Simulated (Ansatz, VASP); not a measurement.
## Pd: VASP beside Ansatz

```xyz
2
Lattice="0.0000 2.3976 2.3976 2.3976 0.0000 2.3976 2.3976 2.3976 0.0000" Properties=species:S:1:pos:R:3 pbc="T T T"
Pd   -0.5994   -0.5994   -0.5994
Pd    0.5994    0.5994    0.5994
```

Change from the starting cell: volume scaled by 0.6, PAW files.

Alike in both runs: task single point; functional PBEsol; k mesh 12 × 12 × 12; occupations fermi-dirac, width 0.05 eV; no spin polarisation.

|  | VASP | Ansatz |
| --- | --- | --- |
| version | VASP 6.6.1 | Ansatz 0.2.0 |
| potentials or method | VASP PAW PBE potentials, release 64 (Pd) | PAW with Ansatz's default frozen-core files, scalar-relativistic |
| plane-wave cutoff (eV) | 520 | 420 |
| valence electrons in the cell | 20 | 36 |

VASP gave:

```
pressure (GPa) : 148.6
```

Q: Which values does Ansatz return?

A: Pressure (GPa): 162.6.

The two sets of potentials don't hold the same shells in valence.

Caveats: the cell as given lies far from equilibrium; so large a pressure means that the cell lies far from this level's equilibrium, or that cutoff or potentials fall short (VASP); the potentials were made for another functional, which shifts forces and pressure (VASP).
